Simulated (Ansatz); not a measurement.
Input of an Ansatz 0.2.0 run:

input.yaml

```yaml
crystal:
  lattice:
    - [0.0, 3.06065, 3.06065]
    - [3.06065, 0.0, 3.06065]
    - [3.06065, 3.06065, 0.0]
  atoms:
    - { symbol: Pb, position: [0.0, 0.0, 0.0] }
    - { symbol: Se, position: [0.5, 0.5, 0.5] }
hamiltonian:
  xc: pbe
  pseudopotentials: { kind: paw }
kpoints:
  mp_grid: { grid: [8, 8, 8] }
scf:
  occupations: { method: gaussian, width: 0.019 }
output:
  forces: true
  stress: true
  eigenvalues: true
```

Potentials or basis: Ansatz PAW.

Command:

```bash
$ ansatz run input.yaml --threads 2 --pin off --max-ram 5632MiB --backend cpu --events-out ev --progress --plain --runs-dir out
```

(1) What does it give for the pressure?

(2) What does it give for the band gap on the k mesh?

## Answers

(1) 2.4 GPa.

(2) 0.29 eV, direct.

Caveat: spin-orbit coupling is left out, which as a rule narrows the gap of such compounds by several tenths of an eV.

**The experiment to reproduce.**

A printed reference work, monograph reports, for a bulk crystal of PbSe at 4.2 K: band gap 0.15 eV (direct).

Against the measured gap of PbSe, 0.15 eV (direct; 4.2 K; a printed reference work, monograph), the calculated 0.29 eV is off by +0.14 eV. 2 values of this kind are on record (0.15 to 0.28 eV); this one was drawn at random. Spin-orbit coupling on Pb, Se is left out. The value is that of PBE on a finite k mesh, which can miss the band edges, without temperature or zero-point motion.
